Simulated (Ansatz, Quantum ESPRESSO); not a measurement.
**HfO2: programs and potentials compared**

```
CELL_PARAMETERS angstrom
5.21946 0.00000 0.00000
0.00000 5.00476 0.00000
0.00000 0.00000 5.03269
ATOMIC_POSITIONS crystal
Hf 0.96699 0.73252 0.74144
Hf 0.53301 0.73252 0.24144
Hf 0.46699 0.26748 0.74144
Hf 0.03301 0.26748 0.24144
O 0.63213 0.92865 0.87927
O 0.86787 0.92865 0.37927
O 0.23395 0.53988 0.49229
O 0.26605 0.53988 0.99229
O 0.76605 0.46012 0.99229
O 0.73395 0.46012 0.49229
O 0.13213 0.07135 0.87927
O 0.36787 0.07135 0.37927
```

Measurements of this composition are mostly on another form, of space group No. 14.

Alike in all runs: task band structure; functional PBE; k mesh 5 × 6 × 5; occupations fermi-dirac, width 0.05 eV; no spin polarisation; no spin-orbit coupling. Pressure is positive in compression and, in plane waves, holds the error of the finite cutoff, which Ansatz's Pulay term estimates and takes out. Gaps are the smaller of the mesh's and the band path's.

```csv
program and potentials,plane-wave cutoff (eV),notes,band gap (eV),pressure (GPa),largest force (eV/Å)
"Ansatz, Ansatz PAW (files of its older set among them)",900,12.67 valence electrons an atom on average; Pulay term of +0.07 GPa included,4.48,9.84,0.118
"Quantum ESPRESSO, SSSP 1.3 efficiency PBE",816,8 valence electrons an atom on average,4.48,7.63,0.085
"Ansatz, PseudoDojo standard (PBE files)",1143,8 valence electrons an atom on average; Pulay term of +0.04 GPa included,4.50,7.16,0.080
```

Force on atom 7 (O), eV/Å:

| program and potentials | x | y | z |
| --- | --- | --- | --- |
| Ansatz, Ansatz PAW (files of its older set among them) | 0.034 | 0.079 | -0.081 |
| Quantum ESPRESSO, SSSP 1.3 efficiency PBE | 0.014 | 0.060 | -0.059 |
| Ansatz, PseudoDojo standard (PBE files) | 0.006 | 0.044 | -0.054 |

The band gap spans 4.48 (Ansatz, Ansatz PAW (files of its older set among them)) to 4.50 eV (Ansatz, PseudoDojo standard (PBE files)). The pressure spans 7.16 (Ansatz, PseudoDojo standard (PBE files)) to 9.84 GPa (Ansatz, Ansatz PAW (files of its older set among them)). The paths' points differ, which is worth about 0.01 eV.

The functional is the same throughout but for its coding, so the spread measures potentials, basis and numerics; runs on potential files found faulty are left out.

The gap is almost indifferent to the choice of potential, while the pressure is not. The band edges are mainly O 2p and Hf 5d, and the filled Hf 4f shell lies well below them, so its treatment barely touches the gap. Pressure, a volume derivative of the total energy, is more sensitive to how the core and semicore shells are described. The electron counts imply that only the set with the highest pressure treats 4f as valence; this may contribute to the offset, but other differences in potential construction could do the same.

All three runs put the cell under compression, and the forces on the listed oxygen keep their signs, which suggests a geometry that is not the PBE minimum rather than numerical noise. The close agreement in the gap is no sign of accuracy against experiment: PBE typically underestimates the gap of hafnia, largely because its Kohn–Sham gap omits the derivative discontinuity. The coordinates describe the polar orthorhombic form, but its ferroelectric switching and its stability against the monoclinic phase remain untested.
